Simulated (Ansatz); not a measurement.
Molecular dynamics on a 2×2×2 supercell (16 atoms) of GaP (zincblende), relaxed with r2SCAN. Forces come from PBEsol in Ansatz: constant energy and volume (NVE), velocities drawn at 1300 K, steps of 1.5 fs. Spin polarisation is off, nuclei are classical, and the run is far too short for thermal averages.

```yaml
crystal:
  lattice:
    - [0.0, 5.4507985914, 5.4507985914]
    - [5.4507985914, 0.0, 5.4507985914]
    - [5.4507985914, 5.4507985914, 0.0]
  atoms:
    - { symbol: Ga, position: [0.0, 0.0, 0.0] }
    - { symbol: P, position: [0.125, 0.125, 0.125] }
    - { symbol: Ga, position: [0.0, 0.0, 0.5] }
    - { symbol: P, position: [0.125, 0.125, 0.625] }
    - { symbol: Ga, position: [0.0, 0.5, 0.0] }
    - { symbol: P, position: [0.125, 0.625, 0.125] }
    - { symbol: Ga, position: [0.0, 0.5, 0.5] }
    - { symbol: P, position: [0.125, 0.625, 0.625] }
    - { symbol: Ga, position: [0.5, 0.0, 0.0] }
    - { symbol: P, position: [0.625, 0.125, 0.125] }
    - { symbol: Ga, position: [0.5, 0.0, 0.5] }
    - { symbol: P, position: [0.625, 0.125, 0.625] }
    - { symbol: Ga, position: [0.5, 0.5, 0.0] }
    - { symbol: P, position: [0.625, 0.625, 0.125] }
    - { symbol: Ga, position: [0.5, 0.5, 0.5] }
    - { symbol: P, position: [0.625, 0.625, 0.625] }
kpoints:
  mp_grid: { grid: [2, 2, 2] }
hamiltonian:
  xc: pbesol
scf:
  occupations: { method: fermi_dirac, width: 0.112 }
md:
  ensemble: nve
  temperature: 1300
  timestep: 1.5
  n_steps: 30
  initial_velocities: maxwell_boltzmann
  seed: 754
```

Command: `ansatz run input.yaml --threads 4 --pin off --max-ram 3686MiB --backend cpu --events-out ev --progress --plain --runs-dir out`.

Task: What wall time did it need on 4 threads of Arm Neoverse V1, on a shared host, load about 1.0 per core, and how much host memory at the peak?

Result: About 89 s, with a peak of 1.1 GiB.

```tsv
step	t (fs)	T (K)	free energy F from step 0 (meV/atom)	kinetic energy (meV/atom)	largest force (eV/Å)
0	0	1300	0.0	157.5	0.00
1	1.5	1293	0.8	156.7	0.35
2	3	1274	3.2	154.3	0.70
3	4.5	1241	7.1	150.4	1.04
4	6	1197	12.5	145.1	1.37
5	7.5	1143	19.0	138.6	1.69
6	9	1082	26.5	131.1	1.98
7	10.5	1014	34.7	122.9	2.26
8	12	943	43.3	114.3	2.51
9	13.5	872	52.0	105.6	2.73
10	15	802	60.5	97.2	2.93
11	16.5	737	68.4	89.3	3.10
12	18	679	75.4	82.3	3.23
13	19.5	630	81.4	76.3	3.33
14	21	591	86.1	71.6	3.40
15	22.5	564	89.4	68.3	3.44
16	24	548	91.3	66.4	3.44
17	25.5	545	91.7	66.0	3.41
18	27	553	90.7	67.0	3.35
19	28.5	571	88.5	69.2	3.26
20	30	598	85.2	72.5	3.13
21	31.5	632	81.1	76.6	2.98
22	33	671	76.3	81.3	2.79
23	34.5	713	71.3	86.4	2.58
24	36	755	66.2	91.5	2.35
25	37.5	795	61.3	96.3	2.09
26	39	831	56.9	100.7	1.82
27	40.5	862	53.1	104.4	1.53
28	42	885	50.3	107.3	1.29
29	43.5	900	48.5	109.1	1.22
30	45	906	47.8	109.8	1.16
```

The temperature starts at 1300 K, is lowest at step 17 (545 K, 25.5 fs) and ends at 906 K. The atoms start on their lattice sites with kinetic energy alone, so much of it first passes into potential energy. The conserved energy stays within 0.19 meV an atom. By the last step the atoms have moved 0.22 Å in the root mean square, the drift of the whole cell taken out, 0.36 Å at most.

Positions (Å) and forces (eV/Å) at step 30:
```
Ga  -0.015  -0.353   0.018     0.406   1.060  -0.225
P    1.308   1.287   1.236     0.092  -0.042  -0.003
Ga   2.716   2.872   0.007    -0.727  -0.640  -0.090
P    3.924   4.146   1.496     0.326  -0.177  -0.069
Ga   2.564   0.003   2.726     0.596  -0.414  -0.134
P    4.176   1.137   4.046    -0.213   0.363   0.046
Ga   5.357   2.671   2.658     0.061   0.216   0.657
P    6.659   4.088   4.108     0.149   0.242  -0.115
Ga   0.081   2.568   2.762    -0.123   0.676  -0.252
P    1.525   4.010   4.042    -0.548  -0.243   0.101
Ga   2.552   5.662   2.727     0.607  -0.298   0.417
P    4.036   6.876   4.161     0.089  -0.002  -0.141
Ga   3.029   2.748   5.351     0.307   0.378   0.536
P    4.241   4.165   6.958    -0.524  -0.332  -0.515
Ga   5.496   5.615   5.531    -0.453  -0.840  -0.185
P    6.888   7.039   6.709    -0.046   0.054  -0.029
```
